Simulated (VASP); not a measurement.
Here is a VASP 6.6.1 calculation.

The input INCAR:

```
SYSTEM = AlGa3N4
ALGO = Fast
EDIFF = 1E-6
ENCUT = 520
GGA = PS
ISIF = 2
ISMEAR = -1
ISYM = 0
LASPH = .True.
LCHARG = .False.
LREAL = Auto
LWAVE = .False.
NBANDS = 76
NELM = 100
PREC = Accurate
SIGMA = 0.131
```

File KPOINTS:

```
k-points
0
Gamma
  1 1 1
  0 0 0
```

POSCAR

```
AlGa3N4
1.0
    5.8442820000      0.0295190000      0.0072460000
    0.0295190000      5.8328170000      0.1297100000
    0.0072460000      0.1297100000      5.8621710000
Al Ga N
2 6 8
Direct
    0.7751021207      0.3067962072      0.3732143047
    0.0951383861      0.9080023371      0.0404528705
    0.1714722884      0.2091998560      0.6325174067
    0.5308674660      0.9183751334      0.3653475642
    0.0522808061      0.7749176674      0.5389775567
    0.6586810519      0.1137241176      0.9268786328
    0.3655610743      0.4372770536      0.1591239726
    0.9841905682      0.5481874213      0.9167586829
    0.4629379283      0.6113634294      0.6754570280
    0.2935899216      0.7423067896      0.2856129638
    0.8582954335      0.0002054323      0.2676488190
    0.3431855813      0.0830588205     -0.0890324220
    0.5242175484      0.1893578030      0.5400447921
    0.5992858203      0.7009980861      0.7773813001
   -0.0257375169      0.4419931886      0.5899958492
    0.6685257126      0.4180471518      0.0829254156
```

Potentials or basis: VASP PAW PBE potentials, release 64 (Al, Ga_d, N).

Launch:

```sh
$ cat potpaw_PBE.64/Al/POTCAR potpaw_PBE.64/Ga_d/POTCAR potpaw_PBE.64/N/POTCAR > POTCAR
$ mpirun -np 1 vasp_gam > vasp.out
```

Estimate the largest force.

4.689 eV/Å.

What does it give for the band gap on the k mesh?

0.65 eV, direct.

Predict the pressure.

-0.9 GPa.

Forces on the atoms (eV/Å):
```
Al   0.145  0.161 -0.063
Al   1.978  1.581  1.581
Ga   4.021 -1.917  1.464
Ga   0.989  1.152  0.112
Ga   0.336  0.176 -1.838
Ga   0.316  1.027 -1.119
Ga  -2.277  0.566  0.207
Ga  -1.681 -2.113  0.811
N    0.566 -0.039  1.122
N   -1.195 -0.254  0.559
N    0.660 -1.242 -0.683
N   -4.003 -0.742  1.279
N   -0.221 -0.487 -1.779
N   -0.564  0.410 -0.799
N   -1.469  1.560 -0.673
N    2.396  0.160 -0.185
```

Caveat: the standard files for N, O and F lose accuracy on very short bonds; the PAW data sets were made with another functional, which shifts forces and pressure a little. A hybrid or GW would open this gap; PBEsol tends to underestimate it.
